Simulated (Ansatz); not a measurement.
**Electron scattering at the Σ5 (210) boundary in fcc Al with C (interstitial)**

Wanted: what the Σ5 (210) boundary in fcc Al with C (interstitial) costs an interconnect.

Calculated with Ansatz 0.2.0; Ansatz plane-wave DFT, PBE, PAW files; relaxation of a bicrystal slab with its lowest layers held; PAW set soft_1, in the first sound run; inputs show where later runs differ.

## (1) The starting structure

The cell holds 22 atoms: 21 Al and 1 C. Cell: a = 4.958 Å, b = 4.048 Å, c = 30.008 Å, α = 90.0°, β = 90.0°, γ = 65.9°. It derives from Al. built on the (2 1 0) plane; 2 overlapping atoms removed and the grains opened by 0 Å. Vacuum lies along c.

## (2) Relaxing the bicrystal

The boundary is built by mirroring the lower grain in the boundary plane and removing any atoms that overlap; then the C is put in at the boundary. A thin bicrystal slab is relaxed first, with the lowest layers held and the upper grain free to shift and open.

Input file input.yaml:

```yaml
crystal:
  lattice:
    - [4.957730497, 0.0, 0.0]
    - [1.6525768323, 3.6952741352, 0.0]
    - [0.0, 0.0, 30.0082257911]
  atoms:
    - { symbol: Al, position: [0.6, 0.7000000001, 0.1666209804] }
    - { symbol: Al, position: [0.2, 0.4000000001, 0.1967844967] }
    - { symbol: Al, position: [0.8, 0.1000000001, 0.226948013] }
    - { symbol: Al, position: [0.4, 0.8000000001, 0.2571115294] }
    - { symbol: Al, position: [1.0, 0.5000000001, 0.2872750457] }
    - { symbol: Al, position: [0.6, 0.2, 0.3174385621] }
    - { symbol: Al, position: [0.2, 0.9, 0.3476020784] }
    - { symbol: Al, position: [0.8, 0.6, 0.3777655948] }
    - { symbol: Al, position: [0.4, 0.3, 0.4079291111] }
    - { symbol: Al, position: [0.0, 0.0, 0.4380926274] }
    - { symbol: C, position: [0.5, 0.75, 0.4380926274] }
    - { symbol: Al, position: [0.8, 0.6, 0.4984196601] }
    - { symbol: Al, position: [0.2, 0.9, 0.5285831765] }
    - { symbol: Al, position: [0.6, 0.2, 0.5587466928] }
    - { symbol: Al, position: [1.0, 0.5000000001, 0.5889102092] }
    - { symbol: Al, position: [0.4, 0.8000000001, 0.6190737255] }
    - { symbol: Al, position: [0.8, 0.1000000001, 0.6492372419] }
    - { symbol: Al, position: [0.2, 0.4000000001, 0.6794007582] }
    - { symbol: Al, position: [0.6, 0.7000000001, 0.7095642745] }
    - { symbol: Al, position: [1.0, 1.0e-10, 0.7397277909] }
    - { symbol: Al, position: [0.4, 0.3000000001, 0.7698913072] }
    - { symbol: Al, position: [0.8, 0.6000000001, 0.8000548236] }
kpoints:
  mp_grid: { grid: [6, 6, 1] }
hamiltonian:
  xc: pbe
  pseudopotentials: { kind: paw, azcp: { folder: soft_1 } }
scf:
  occupations: { method: fermi_dirac, width: 0.1 }
relax:
  f_tol: 0.03
  max_steps: 80
  constraints: [{ sites: [0, 1, 2, 3] }]
```

Launch:

```
$ ansatz run input.yaml --threads 4 --pin off --max-ram 15360MiB --backend cpu --events-out ev --progress --plain --runs-dir out
```

Numbers of over 12 decimals in the logs are rounded to 6 here.

Output:

```text
Engine: ansatz 0.2.0, aarch64-unknown-linux-gnu
Pseudopotentials: kind: paw
Pseudopotential: Al, paw, valence charge 3, recommended cutoff 420 eV (normal), soft_1/Al.paw.azcp
Pseudopotential: C, paw, valence charge 4, recommended cutoff 420 eV (normal), soft_1/C.paw.azcp
Functional definition: PBE
  parameter kappa = 0.804
  parameter beta = 0.066725
  exchange = pbe_x(kappa = kappa, mu = beta*pi^2/3)
  correlation = pbe_c(beta = beta)
Crystal: 22 atoms, lattice volume = 549.756 Å³
Basis set: ecut = 420 eV, 10749 PW (Γ), exchange–correlation on 72×60×432 points (8 copies of the dense FFT grid, shifted against one another)
Bands: 56, of which v1, the nominal top of the filled ones, is band 34 counted from 1 (33 counted from 0)
Symmetry: 2 space group operations
Space group: Cm (ITA 8), of the structure as read, at distance tolerance 8.2e-5 Å
k-points: 13 of 36 (time reversal used)
Non-local potential: Al, projectors of the file, l = 0: 2, l = 1: 2, l = 2: 1
Non-local potential: C, projectors of the file, l = 0: 2, l = 1: 2, l = 2: 1
PAW form: soft (Blöchl's): semilocal exchange-correlation on the pseudo side does not see the compensation charge
PAW one-centre angular grid: Al, 110 points (default); XC on 64 Gauss nodes
PAW one-centre angular grid: C, 110 points (default); XC on 64 Gauss nodes
Initial density: superposition of atomic densities (neutral atoms: chi_scale 0, normalization atom)
Initial wavefunctions: pseudopotential atomic-orbital guess
Functional: x = pbe(κ = 0.804, μ = 0.219515), c = pbe(β = 0.066725)
SCF iter   1: F=—  HF=-11537.596574 eV  |F-HF|=—  |Δ(HF+E_count)|=         —  Δρ=3.44e-2  dr2=5.38e1  ethr=3.10e-3  ⟨swp⟩=9.2  Hψ=4275  notcnv=0  defer=11
preconditioner: auto → LDOS  [metal: Δε(μ)=0.013 eV  Ē_g=6.784 eV  σ=0.100 eV  W_gap=0.03  n_scr=80 (ndim 8)  ℏωp=13.0 eV  f_vac=0.233  D(μ)=10.16/eV (n_scr^D=66)  β→1.0]
SCF iter   2: F=—  HF=-11533.794174 eV  |F-HF|=—  |Δ(HF+E_count)|=    3.80e0  Δρ=1.15e-2  dr2=2.54e0  ethr=3.10e-3  ⟨swp⟩=4.9  Hψ=1935  notcnv=0  defer=38
SCF iter   3: F=—  HF=-11533.645941 eV  |F-HF|=—  |Δ(HF+E_count)|=   1.48e-1  Δρ=1.91e-3  dr2=9.30e-2  ethr=3.10e-3  ⟨swp⟩=3.4  Hψ=1337  notcnv=0  defer=33
SCF iter   4: F=—  HF=-11533.635942 eV  |F-HF|=—  |Δ(HF+E_count)|=   1.00e-2  Δρ=6.31e-4  dr2=6.94e-3  ethr=1.39e-4  ⟨swp⟩=2.6  Hψ=1365  notcnv=0  defer=36
SCF iter   5: F=—  HF=-11533.635816 eV  |F-HF|=—  |Δ(HF+E_count)|=   1.26e-4  Δρ=1.61e-4  dr2=4.82e-4  ethr=1.04e-5  ⟨swp⟩=2.2  Hψ=1174  notcnv=0  defer=36
SCF iter   6: F=—  HF=-11533.635825 eV  |F-HF|=—  |Δ(HF+E_count)|=   8.74e-6  Δρ=3.63e-5  dr2=2.53e-5  ethr=7.20e-7  ⟨swp⟩=2.2  Hψ=1044  notcnv=0  defer=36
SCF iter   7: F=-11533.635826 eV  HF=-11533.635827 eV  |F-HF|=6.91e-7  |Δ(HF+E_count)|=   2.32e-6  Δρ=1.35e-5  dr2=2.13e-6  ethr=3.36e-8  ⟨swp⟩=4.7  Hψ=2171  notcnv=0
SCF 1 converged in 7 iterations: F = -11533.635826 eV  dr2 = 2.13e-6
  greatest PAW one-centre occupation: 0.679 electrons in one spin orbital (limit 2), on the C atom at site 10 (counted from 0), in its partial waves of l = 0
relax step   1: F+E_penalty+E_count = -11533.63582632 eV  Δ(F+E_penalty+E_count) = +0.000e0 eV  max|allowed force component| = 1.050e0 eV/Å  Δτ_max = 0.0000 Å  (7 SCF iters, dr2 threshold 2.25e-5 eV, accepted)
Initial density: handed on by an earlier stage of this run
Initial wavefunctions: those handed on with the density
iter 1 solved again at ethr=1.93e-3 eV; its pass at ethr=3.10e-3 eV (dr2=1.29e0 eV) is discarded
SCF iter   1: F=—  HF=-11534.224708 eV  |F-HF|=—  |Δ(HF+E_count)|=         —  Δρ=7.14e-3  dr2=1.48e0  ethr=1.93e-3  ⟨swp⟩=1.0  Hψ=3209  notcnv=0  defer=34
preconditioner: auto → LDOS  [metal: Δε(μ)=0.047 eV  Ē_g=6.605 eV  σ=0.100 eV  W_gap=0.12  n_scr=80 (ndim 8)  ℏωp=13.0 eV  f_vac=0.245  D(μ)=10.44/eV (n_scr^D=66)  β→1.0]
SCF iter   2: F=—  HF=-11534.109954 eV  |F-HF|=—  |Δ(HF+E_count)|=   1.15e-1  Δρ=1.50e-3  dr2=1.90e-2  ethr=1.93e-3  ⟨swp⟩=2.2  Hψ=994  notcnv=0  defer=34
SCF iter   3: F=—  HF=-11534.107957 eV  |F-HF|=—  |Δ(HF+E_count)|=   2.00e-3  Δρ=4.59e-4  dr2=4.03e-3  ethr=2.84e-5  ⟨swp⟩=2.6  Hψ=1310  notcnv=0  defer=43
SCF iter   4: F=—  HF=-11534.107365 eV  |F-HF|=—  |Δ(HF+E_count)|=   5.91e-4  Δρ=1.34e-4  dr2=4.20e-4  ethr=6.01e-6  ⟨swp⟩=1.9  Hψ=960  notcnv=0  defer=43
SCF iter   5: F=-11534.107336 eV  HF=-11534.107345 eV  |F-HF|=8.79e-6  |Δ(HF+E_count)|=   2.01e-5  Δρ=2.45e-5  dr2=1.07e-5  ethr=1.03e-7  ⟨swp⟩=3.5  Hψ=2720  notcnv=0
SCF 2 converged in 5 iterations: F = -11534.107336 eV  dr2 = 1.07e-5
  greatest PAW one-centre occupation: 0.673 electrons in one spin orbital (limit 2), on the C atom at site 10 (counted from 0), in its partial waves of l = 0
relax step   2: F+E_penalty+E_count = -11534.10733628 eV  Δ(F+E_penalty+E_count) = -4.715e-1 eV  max|allowed force component| = 6.445e-1 eV/Å  Δτ_max = 0.1927 Å  (5 SCF iters, dr2 threshold 6.89e-5 eV, accepted)
iter 1 solved again at ethr=1.41e-3 eV; its pass at ethr=3.10e-3 eV (dr2=9.46e-1 eV) is discarded
SCF iter   1: F=—  HF=-11534.422018 eV  |F-HF|=—  |Δ(HF+E_count)|=         —  Δρ=7.85e-3  dr2=9.96e-1  ethr=1.41e-3  ⟨swp⟩=1.1  Hψ=3066  notcnv=0  defer=39
preconditioner: auto → LDOS  [metal: Δε(μ)=0.012 eV  Ē_g=6.653 eV  σ=0.100 eV  W_gap=0.03  n_scr=80 (ndim 8)  ℏωp=13.0 eV  f_vac=0.247  D(μ)=10.30/eV (n_scr^D=66)  β→1.0]
SCF iter   2: F=—  HF=-11534.303338 eV  |F-HF|=—  |Δ(HF+E_count)|=   1.19e-1  Δρ=2.14e-3  dr2=3.91e-2  ethr=1.41e-3  ⟨swp⟩=2.0  Hψ=1351  notcnv=0  defer=39
SCF iter   3: F=—  HF=-11534.298608 eV  |F-HF|=—  |Δ(HF+E_count)|=   4.73e-3  Δρ=3.93e-4  dr2=2.24e-3  ethr=5.84e-5  ⟨swp⟩=2.2  Hψ=1185  notcnv=0  defer=42
SCF iter   4: F=—  HF=-11534.298280 eV  |F-HF|=—  |Δ(HF+E_count)|=   3.28e-4  Δρ=7.19e-5  dr2=7.10e-5  ethr=3.34e-6  ⟨swp⟩=2.0  Hψ=1139  notcnv=0  defer=44
SCF iter   5: F=-11534.298266 eV  HF=-11534.298267 eV  |F-HF|=1.33e-6  |Δ(HF+E_count)|=   1.32e-5  Δρ=1.56e-5  dr2=2.53e-6  ethr=3.87e-8  ⟨swp⟩=5.0  Hψ=2500  notcnv=0
SCF 3 converged in 5 iterations: F = -11534.298266 eV  dr2 = 2.53e-6
  greatest PAW one-centre occupation: 0.672 electrons in one spin orbital (limit 2), on the C atom at site 10 (counted from 0), in its partial waves of l = 0
relax step   3: F+E_penalty+E_count = -11534.29826557 eV  Δ(F+E_penalty+E_count) = -1.909e-1 eV  max|allowed force component| = 3.772e-1 eV/Å  Δτ_max = 0.1951 Å  (5 SCF iters, dr2 threshold 2.60e-5 eV, accepted)
[...]
relax step   4: F+E_penalty+E_count = -11534.36904138 eV  Δ(F+E_penalty+E_count) = -7.078e-2 eV  max|allowed force component| = 2.296e-1 eV/Å  Δτ_max = 0.2000 Å  (5 SCF iters, dr2 threshold 4.88e-5 eV, accepted)
[...]
relax step   5: F+E_penalty+E_count = -11534.38697703 eV  Δ(F+E_penalty+E_count) = -1.794e-2 eV  max|allowed force component| = 1.095e-1 eV/Å  Δτ_max = 0.1480 Å  (6 SCF iters, dr2 threshold 1.81e-5 eV, accepted)
[...]
relax step   6: F+E_penalty+E_count = -11534.38875424 eV  Δ(F+E_penalty+E_count) = -1.777e-3 eV  max|allowed force component| = 8.252e-2 eV/Å  Δτ_max = 0.0980 Å  (6 SCF iters, dr2 threshold 2.73e-6 eV, accepted)
[...]
relax step   7: F+E_penalty+E_count = -11534.39458799 eV  Δ(F+E_penalty+E_count) = -5.834e-3 eV  max|allowed force component| = 1.514e-2 eV/Å  Δτ_max = 0.0525 Å  (5 SCF iters, dr2 threshold 1.55e-6 eV, accepted)
iter 1 solved again at ethr=1.86e-9 eV; its pass at ethr=3.10e-3 eV (dr2=1.24e-6 eV) is discarded
SCF iter   1: F=—  HF=-11534.394621 eV  |F-HF|=—  |Δ(HF+E_count)|=         —  Δρ=7.81e-6  dr2=1.24e-6  ethr=1.86e-9  ⟨swp⟩=1.1  Hψ=1795  notcnv=0  defer=37
preconditioner: auto → LDOS  [metal: Δε(μ)=0.042 eV  Ē_g=6.661 eV  σ=0.100 eV  W_gap=0.11  n_scr=80 (ndim 8)  ℏωp=13.0 eV  f_vac=0.251  D(μ)=10.58/eV (n_scr^D=66)  β→1.0]
SCF iter   2: F=—  HF=-11534.394589 eV  |F-HF|=—  |Δ(HF+E_count)|=   3.21e-5  Δρ=3.75e-6  dr2=1.78e-7  ethr=1.86e-9  ⟨swp⟩=2.1  Hψ=1126  notcnv=0  defer=37
SCF iter   3: F=-11534.394589 eV  HF=-11534.394589 eV  |F-HF|=1.51e-8  |Δ(HF+E_count)|=   3.21e-8  Δρ=1.22e-6  dr2=2.42e-8  ethr=1.49e-10  ⟨swp⟩=4.6  Hψ=2148  notcnv=0
SCF 8 converged in 3 iterations: F = -11534.394589 eV  dr2 = 2.42e-8
relax step   8: F+E_penalty+E_count = -11534.39458889 eV  Δ(F+E_penalty+E_count) = -9.034e-7 eV  max|allowed force component| = 1.477e-2 eV/Å  Δτ_max = 0.0000 Å  (3 SCF iters, accepted)
SCF converged after 3 iterations
Free energy (F): -11534.394589 eV
Harris-Foulkes:  -11534.394589 eV  (|F-HF|=1.51e-8)
Internal energy: -11534.047506 eV  (E = F + TS)
E sigma→0 (E₀):  -11534.221048 eV
Entropy (-TS):   -0.347083 eV (-15.776 meV/atom)
Fermi energy:    3.648494 eV
--- Per-component energies (eV) ---
  E_band       = -48.257212
  E_kinetic    = 543.960060
  E_local      = -13348.005316  (includes V_loc(G=0)·N_el)
  E_nonlocal   = 234.988735
  E_hartree    = 6629.819448
  E_xc         = -829.477855
  E_vxc        = -658.449146  (∫ρ·V_xc dr)
  E_paw        = -9956.744034  (= ΣΔE_a)
  E_vpaw       = -80.379099  (= ΣTr[D̂ρ^β])
  E_aug_tail   = -0.000027  (compensation charges beyond the density's cutoff)
  E_ewald      = 5191.411483
  E_smearing   = -0.347083  (= −TS)
  E_closure    = -0.000000  (closes the sum)
  Σ components = -11534.394589   (vs F -11534.394589, Δ=0.00e0)
--- Forces (eV/Å), atoms counted from 1 ---
  atom   1  Al    -0.07960468     0.03560029     0.42873355
  atom   2  Al    -0.02043423     0.00913846    -0.26323847
  atom   3  Al     0.01318399    -0.00589606    -0.02599628
  atom   4  Al     0.10556518    -0.04721019    -0.12730781
  atom   5  Al    -0.00183675     0.00082142     0.00064486
  atom   6  Al    -0.00096385     0.00043105    -0.01401439
  atom   7  Al     0.00163355    -0.00073055     0.00310608
  atom   8  Al     0.00323336    -0.00144600     0.00157717
  atom   9  Al    -0.00106939     0.00047825    -0.00808999
  atom  10  Al     0.00296547    -0.00132620    -0.00368775
  atom  11  C     -0.00210152     0.00093983     0.01477031
  atom  12  Al    -0.00624727     0.00279386     0.00705097
  atom  13  Al    -0.00527006     0.00235684    -0.00421409
  atom  14  Al     0.00168131    -0.00075191    -0.00553946
  atom  15  Al     0.00226272    -0.00101192    -0.00061322
  atom  16  Al    -0.00144181     0.00064480    -0.00027717
  atom  17  Al    -0.00149793     0.00066989    -0.00170822
  atom  18  Al    -0.00171542     0.00076716    -0.00086761
  atom  19  Al     0.00313273    -0.00140100    -0.00246348
  atom  20  Al     0.00200347    -0.00089598    -0.00479203
  atom  21  Al    -0.00707962     0.00316610     0.00682281
  atom  22  Al    -0.00631573     0.00282448     0.00014404
  max |Σ_I F_I| component: 8.35e-5 eV/Å
--- Relaxed structure (8 steps of the walk, 8 accepted, 0 SCFs on fresh bases) ---
  F+E_penalty+E_count = -11534.39458889 eV   max|allowed force component| = 1.477e-2 eV/Å
  atoms:
    - { symbol: Al, position: [0.600000, 0.700000, 0.166621] }
    - { symbol: Al, position: [0.200000, 0.4, 0.1967844967] }
    - { symbol: Al, position: [0.800000, 0.100000, 0.226948] }
    - { symbol: Al, position: [0.400000, 0.8, 0.2571115294] }
    - { symbol: Al, position: [1.006381, 0.496810, 0.288884] }
    - { symbol: Al, position: [0.618716, 0.190642, 0.319871] }
    - { symbol: Al, position: [0.226220, 0.886890, 0.345782] }
    - { symbol: Al, position: [0.891026, 0.554487, 0.383130] }
    - { symbol: Al, position: [0.498316, 0.250842, 0.411263] }
    - { symbol: Al, position: [0.131438, -0.065719, 0.438652] }
    - { symbol: C, position: [0.574669, 0.712665, 0.431372] }
    - { symbol: Al, position: [0.778235, 0.610882, 0.490624] }
    - { symbol: Al, position: [0.149858, 0.925071, 0.526342] }
    - { symbol: Al, position: [0.555980, 0.222010, 0.551658] }
    - { symbol: Al, position: [0.961124, 0.519438, 0.583775] }
    - { symbol: Al, position: [0.364260, 0.817870, 0.614370] }
    - { symbol: Al, position: [0.764071, 0.117965, 0.643742] }
    - { symbol: Al, position: [0.161668, 0.419166, 0.674327] }
    - { symbol: Al, position: [0.552839, 0.723580, 0.703438] }
    - { symbol: Al, position: [0.957557, 0.021222, 0.734388] }
    - { symbol: Al, position: [0.345918, 0.327041, 0.768474] }
    - { symbol: Al, position: [0.746597, 0.626701, 0.790393] }
```

Wall time 59 s (4 threads of Arm Neoverse V1, shared host); peak memory 1.1 GiB.

The steps of the relaxation:

| step | energy less that of the first step (eV) | largest force component (eV/Å) |
| --- | --- | --- |
| 1 | 0.0000 | 1.0502 |
| 2 | -0.4715 | 0.6445 |
| 3 | -0.6624 | 0.3772 |
| 4 | -0.7332 | 0.2296 |
| 5 | -0.7512 | 0.1095 |
| 6 | -0.7529 | 0.0825 |
| 7 | -0.7588 | 0.0151 |
| 8 | -0.7588 | 0.0148 |

Forces are held to the 2 operations that the run works with; a distortion that breaks them can't arise in this run.

The atoms that moved most (Å):

```csv
atom,dx,dy,dz,length
Al10,0.543,-0.243,0.017,0.595
Al9,0.406,-0.182,0.100,0.456
Al8,0.376,-0.168,0.161,0.442
C11,0.308,-0.138,-0.202,0.394
Al22,-0.221,0.099,-0.290,0.377
Al14,-0.182,0.081,-0.213,0.291
Al19,-0.195,0.087,-0.184,0.282
Al12,-0.090,0.040,-0.234,0.254
```

Numbers from this step:

| Property | Result |
| --- | --- |
| free energy | -11534.3946 eV |
| energy at zero smearing | -11534.2210 eV |
| Fermi energy | 3.648 eV |

The largest force component on a free atom ends at 0.015 eV/Å, under the tolerance of 0.03, after 8 steps.

[end of part 1 of 2]

[Logs are printed without paths, hosts, clocks, repeated set-up lines and the standing remarks that a program may print on its own settings, such as how far it seeks lower states.]

[Hosts, paths, dates, database ids (printed as entryN), source tags and the programs' standing remarks are cut or masked in the printed files.]
